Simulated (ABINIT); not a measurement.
Write the native input for ABINIT 10.8.3 (patched build) that does the following.

```yaml
Task: band structure
Functional: PBEsol
Potentials_or_basis: JTH PAW PBE v2.0
Cutoff: 435 eV
k_mesh: 12 × 12 × 12
Occupations: fermi-dirac, width 0.05 eV
Spin: no spin polarisation
Fine-grid_cutoff: 870.764 eV
Exchange_and_correlation_inside_the_PAW_spheres: full angular mesh (pawxcdev 0, this build's default; the released program takes 1)
```

Crystal: Pt.

```
Pt
1.0
     0.00000    1.96090    1.96090
     1.96090    0.00000    1.96090
     1.96090    1.96090    0.00000
Pt
1
Direct
  0.00000 0.00000 0.00000
```

One way to write it, as run:

run.abi

```
# Datasets: ground state, then fixed potential
ndtset 2

# Pseudopotentials
pp_dirpath "./"
pseudos "Pt.GGA_PBE-JTH.xml"

# Structure
acell 3*1.0
rprim
     0.0000000000     3.7055639578     3.7055639578
     3.7055639578     0.0000000000     3.7055639578
     3.7055639578     3.7055639578     0.0000000000
ntypat 1
znucl 78
natom 1
typat 1
xred
     0.0000000000     0.0000000000     0.0000000000

# Plane-wave basis
ecut 16.0
pawecutdg 32.0

# Exchange and correlation
ixc -116133

# Bands and occupations
occopt 3
tsmear 0.00183747

# SCF cycle
nstep 100

# Output
iomode 3
prtwf 0
prteig 0
prtebands 0
enunit 1
prtden1 1

# Dataset 1
kptopt1 1
ngkpt1 12 12 12
nshiftk1 1
shiftk1 0.0 0.0 0.0
nband1 9
tolvrs1 1.0e-9

# Dataset 2: bands along G-X-W-K-G-L-U-W-L-K
iscf2 -2
getden2 1
nband2 15
nbdbuf2 4
tolwfr2 1.0e-11
kptopt2 -9
ndivsm2 8
prteig2 1
kptbounds2
     0.0000000000     0.0000000000     0.0000000000
     0.5000000000     0.0000000000     0.5000000000
     0.5000000000     0.2500000000     0.7500000000
     0.3750000000     0.3750000000     0.7500000000
     0.0000000000     0.0000000000     0.0000000000
     0.5000000000     0.5000000000     0.5000000000
     0.6250000000     0.2500000000     0.6250000000
     0.5000000000     0.2500000000     0.7500000000
     0.5000000000     0.5000000000     0.5000000000
     0.3750000000     0.3750000000     0.7500000000
```

Potentials or basis: JTH PAW PBE v2.0.

Launch:

```console
$ abinit run.abi > log 2>&1
```

It gave:

```
Pressure                                              : 1.0 GPa
Band gap on the k mesh                                : none (metal or under the smearing width)
Valence electrons inside the program's atomic spheres : Pt 8.64 (radii [1.3315] Å)
```

Caveat: the PAW data sets were made with another functional, which shifts forces and pressure a little; spin-orbit coupling is left out, which moves the levels of the heavy elements.

Wall time 36 s on 1 thread of Arm Neoverse V1 (shared host), peak memory 0.11 GiB.
